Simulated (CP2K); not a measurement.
Ba under changes of volume

One of the cells (62.989 Å³/atom); the others are scaled copies at fixed shape and fractional positions:

```
CELL_PARAMETERS angstrom
4.34139 0.00000 0.00000
-1.44713 4.09310 0.00000
-1.44713 -2.04655 3.54473
ATOMIC_POSITIONS crystal
Ba 0.00000 0.00000 0.00000
```

```yaml
Program: CP2K 2026.2
Functional: LDA
Potentials_or_basis: GTH_POTENTIALS Ba GTH-PADE-q10; TZVP-MOLOPT-PBE-GTH basis
Density_cutoff: 6123 eV
k_mesh: 8 × 8 × 8
Occupations: fermi-dirac, width 0.05 eV
Spin: no spin polarisation
```

```csv
volume (Å³/atom),energy over the lowest point (meV/atom),pressure (GPa)
59.209,0.00,-0.8
60.469,7.20,-1.0
61.729,15.69,-1.1
62.989,25.37,-1.3
64.249,36.12,-1.4
65.508,47.83,-1.5
66.768,?,?
```

Problem. What does the run at 66.768 Å³/atom give?

Solution. Energy over the lowest point 60.39 meV/atom; pressure -1.6 GPa.

Worked out: A Birch-Murnaghan fit of order 3 (a polynomial in V^(-2/3)) to the other rows has no minimum within the range. It gives 60.43 meV/atom at 66.768 Å³/atom, against the run's 60.39, and -dE/dV = -1.7 GPa, against -1.6.

Energies are extrapolated to zero smearing.

Caveats: the basis of atomic orbitals isn't converged, which shifts pressures, moduli and gaps.
